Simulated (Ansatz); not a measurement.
Zincblende LiH, relaxed with r2SCAN in Ansatz 0.2.0. It is cubic, F-43m (No. 216); conventional cell a = 4.290 Å, 9.87 Å³ an atom. Li has 4 H at 1.86 Å; H has 4 Li at 1.86 Å.

The axes x, y and z are those of this cell:
```
CELL_PARAMETERS angstrom
0.00000 2.14512 2.14512
2.14512 0.00000 2.14512
2.14512 2.14512 0.00000
ATOMIC_POSITIONS crystal
Li 0.00000 0.00000 0.00000
H 0.25000 0.25000 0.25000
```

Unstrained: The PBE gap is indirect, 4.196 eV (W to L), below the direct gap of 5.260 eV at k = (-0.150, -0.075, 0.425). With r2SCAN the valence top lies at W and the conduction bottom at L, 4.719 eV higher; the smallest vertical gap, at L, is 5.797 eV. With HSE06 the valence top lies at W and the conduction bottom at L, 5.245 eV higher; the smallest vertical gap, at k = (-0.150, -0.075, 0.425), is 6.410 eV. Meshes: PBE 10×10×10, r2SCAN 10×10×10, HSE06 8×8×8. Strains are changes of length per length. After each strain the atoms were relaxed again with r2SCAN in this cell and within any symmetry left, so distortions that break it or need a larger cell weren't tested; points keep the names that they have in the unstrained zone. Simulation only: spin-unpolarised, and no claim that this is the phase found in nature.

Task: One strain changed the r2SCAN stress by xx +2.34, yy +2.34, zz -0.04 GPa (compression positive) and the gap by -0.133 eV (PBE), -0.139 eV (r2SCAN), -0.143 eV (HSE06). Which kind of strain was it, and roughly how large?

Result: Epitaxial -5.0 % in the xy plane, free normal strain +4.83 %. The pattern of the stress gives the kind; the size needs the stiffness, so it is an estimate.

Task: Estimate what isotropic +4.0 % on every length does to the gap.

Result: PBE: the gap goes from 4.196 to 4.034 eV (-0.161 eV). r2SCAN: the gap goes from 4.719 to 4.544 eV (-0.175 eV). HSE06: the gap goes from 5.245 to 5.058 eV (-0.187 eV). The r2SCAN energy rises by 10.7 meV an atom.

Task: Estimate what uniaxial +1.0 % along z, other directions held does to the gap.

Result: PBE: the gap goes from 4.196 to 4.163 eV (-0.032 eV); the W points, equivalent before, split by 27 meV, and the valence top lies at those like (1/4, -1/4, -1/2). r2SCAN: the gap goes from 4.719 to 4.684 eV (-0.035 eV); the W points, equivalent before, split by 29 meV, and the valence top lies at those like (1/4, -1/4, -1/2). HSE06: the gap goes from 5.245 to 5.209 eV (-0.036 eV); the W points, equivalent before, split by 30 meV, and the valence top lies at those like (1/4, -1/4, -1/2). The r2SCAN energy rises by 0.1 meV an atom.

Task: Apply epitaxial +3.0 % in the plane normal to [111], free normal strain -0.64 %. How far does the gap move, against the unstrained cell?

Result: PBE: the gap goes from 4.196 to 4.067 eV (-0.128 eV); the edges go from W → L to (0.260, -1/2, -0.266) → L. r2SCAN: the gap goes from 4.719 to 4.583 eV (-0.136 eV); the edges go from W → L to (0.260, -1/2, -0.266) → L. HSE06: the gap goes from 5.245 to 5.104 eV (-0.142 eV); the edges go from W → L to (0.260, -1/2, -0.266) → L. The r2SCAN energy rises by 3.6 meV an atom.

Task: Apply uniaxial -4.0 % along [111], other directions held. How far does the gap move, against the unstrained cell?

Result: PBE: the gap goes from 4.196 to 4.199 eV (+0.003 eV); the edges go from W → L to (0.266, -1/2, -0.266) → L. r2SCAN: the gap goes from 4.719 to 4.725 eV (+0.006 eV); the edges go from W → L to (0.266, -1/2, -0.266) → L. HSE06: the gap goes from 5.245 to 5.256 eV (+0.010 eV); the edges go from W → L to (0.266, -1/2, -0.266) → L. The r2SCAN energy rises by 3.4 meV an atom.

Where an edge lies off the special points, it is a point of the mesh or the k point where a search put PBE's edge or least direct gap, reused for the other functionals, whose own edges may lie a little apart.

Coordinates of k points refer to the reciprocal vectors of the primitive cell of the runs.

The meshes of the hybrids are coarse, so their gaps aren't converged to the digits shown.
